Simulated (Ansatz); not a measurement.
**Formation energy of PbSe in the PbO-type structure**

The computed numbers are results of PBEsol, scalar-relativistic (no spin polarisation) in the plane-wave PAW code Ansatz at 420 eV, 6×6×8 k-mesh, Gaussian smearing of 0.05 eV; PAW files: Ansatz's generated set soft_2.

This is a trial structure; measured cells of the compound in the Crystallography Open Database are in space group Fm-3m (rock salt).

The structure is tetragonal, space group P4/nmm (No. 129). The conventional cell has a = 5.244 Å, b = 5.244 Å, c = 3.995 Å, α = 90.00°, β = 90.00°, γ = 90.00°. Around Pb (site symmetry 4mm) lie 4 Se at 2.97 Å. Se (site symmetry -4m2) has 4 Pb at 2.97 Å as nearest neighbours. (Neighbours are counted to 15 % beyond the shortest distance.)

The elements were computed in their standard states with the same datasets, cutoff and functional. Total energies depend on the potentials used, so only differences within one code and one set of settings carry meaning.

Energy of the relaxed cell (4 atoms, smearing extrapolated to zero): -34359.764 eV. Elements, in eV/atom: Pb -11754.948, Se -5424.207.

Question: What is the formation energy?

Answer: [-34359.764 − (2 × -11754.948 + 2 × -5424.207)] / 4 = -0.36 eV/atom, or -35 kJ per mole of atoms.

The value is for 0 K, without zero-point energy. Uncorrected semilocal values for oxides, chalcogenides and halides often miss by tenths of an eV an atom. A negative value shows stability against the elements alone, not against other compounds or structures.

These numbers lack spin–orbit coupling.
